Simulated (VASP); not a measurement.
Input of a VASP 6.6.1 run:

run.py

```python
from ase.calculators.vasp import Vasp
from ase.dft.bandgap import bandgap
from ase.spacegroup import crystal

atoms = crystal(
    ['Mg', 'Mg', 'Mg', 'Mg', 'Mg', 'Mg', 'Mg', 'Si'],
    basis=[[0.0070362, 0.50124254, 0.50266994], [0.0070362, 0.50124254, 0.00172644], [0.0070362, 0.00218604, 0.50266994], [0.5070362, 0.32976304, 0.16645844], [0.5070362, 0.83745404, 0.67414944], [0.5070362, 0.83745404, 0.16645844], [0.5070362, 0.33489038, 0.66902211], [0.95074661, 0.98910071, 0.98351192]],
    spacegroup=1,
    setting=1,
    cellpar=[4.999349, 6.26313524, 6.26313524, 119.99999995, 90.0, 90.0],
    primitive_cell=True,
)
calc = Vasp(
    directory='calc',
    xc='r2scan',
    pp='PBE',
    setups='minimal',
    prec='Accurate',
    encut=500,
    ediff=1e-06,
    ismear=0,
    sigma=0.05,
    lreal=False,
    lasph=True,
    nelm=80,
    algo='Normal',
    isif=2,
    lwave=False,
    lcharg=False,
    lmixtau=True,
    ivdw=13,
    vdw_s6=1.0,
    vdw_s8=0.6018749,
    vdw_a1=0.51559235,
    vdw_a2=5.77342911,
    kpts=[6, 5, 5],
    gamma=True,
    nbands=19,
)
atoms.calc = calc

print('energy (eV):', atoms.get_potential_energy())
print('free energy (eV):', atoms.get_potential_energy(force_consistent=True))
print('forces (eV/A):')
print(atoms.get_forces())
print('stress (eV/A^3, Voigt):', atoms.get_stress())
print('Fermi level (eV):', calc.get_fermi_level())
gap, top, bottom = bandgap(calc)
print('band gap (eV):', gap, 'from (spin, k, band)', top, 'to', bottom)
```

Potentials or basis: VASP PAW PBE potentials, release 64 (Mg, Si).

The run is started by

```bash
$ python run.py
```

Problem. Predict the band gap on the k mesh.

Solution. None (metal or under the smearing width).

Problem. Estimate the pressure.

Solution. -0.9 GPa.

Problem. Predict the dispersion energy per atom.

Solution. -0.037 eV.

Stress tensor (GPa, compression positive):
```
-1.29  0.03  0.21
 0.03 -0.65  0.02
 0.21  0.02 -0.65
```

Caveat: the PAW data sets were made with another functional, which shifts forces and pressure a little; pairwise dispersion overbinds metals, which lowers pressure and volume.
